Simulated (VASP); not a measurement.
Input of a VASP 6.6.1 run:

The input INCAR:

```
ALGO = Normal ; EDIFF = 1E-6
EDIFFG = -0.01 ; ENCUT = 520
GGA = PE ; IBRION = 2
ISIF = 3 ; ISMEAR = 0
KPAR = 8 ; LASPH = T
LCHARG = F ; LREAL = F
LWAVE = F ; NELM = 120
NSW = 90 ; PREC = Accurate
SIGMA = 0.1
```

The input KPOINTS:

```
k-points
0
Gamma
  10 10 10
```

POSCAR

```
BaZr2O3
1.0
   -2.0540000000      2.0540000000      6.3420000000
    2.0540000000     -2.0540000000      6.3420000000
    2.0540000000      2.0540000000     -6.3420000000
Ba Zr O
1 2 3
Direct
    0.0101702900      0.0101702900      0.0000000000
    0.7164143800      0.7164143800      0.0000000000
    0.3050299600      0.3050299600      0.0000000000
    0.4584515900      0.4584515900      0.0000000000
    0.1874014500      0.6874014500      0.5000000000
    0.6874014500      0.1874014500      0.5000000000
```

Potentials or basis: VASP PAW PBE potentials, release 64 (Ba_sv, Zr_sv, O).

Command:

```sh
$ cat potpaw_PBE.64/Ba_sv/POTCAR potpaw_PBE.64/Zr_sv/POTCAR potpaw_PBE.64/O/POTCAR > POTCAR
$ mpirun -np 8 vasp_std > vasp.out
```

**Question.** Predict the relaxed cell.

**Answer.** a = 7.010 Å, b = 7.010 Å, c = 7.010 Å, α = 145.95°, β = 145.95°, γ = 48.91°.

**Question.** Predict the relaxed volume.

**Answer.** 17.91 Å³/atom.

**Question.** What does it give for the band gap on the k mesh?

**Answer.** None (metal or under the smearing width).

**Question.** Predict the space group after relaxing (to 0.05 Å).

**Answer.** I4mm (No. 107).

Forces on the atoms (eV/Å):
```
Ba   0.000  0.000  0.003
Zr   0.000  0.000  0.002
Zr   0.000  0.000  0.007
O    0.000  0.000 -0.010
O    0.000  0.000 -0.001
O    0.000  0.000 -0.001
```

Spin-orbit coupling is left out, which matters for the levels of Ba.
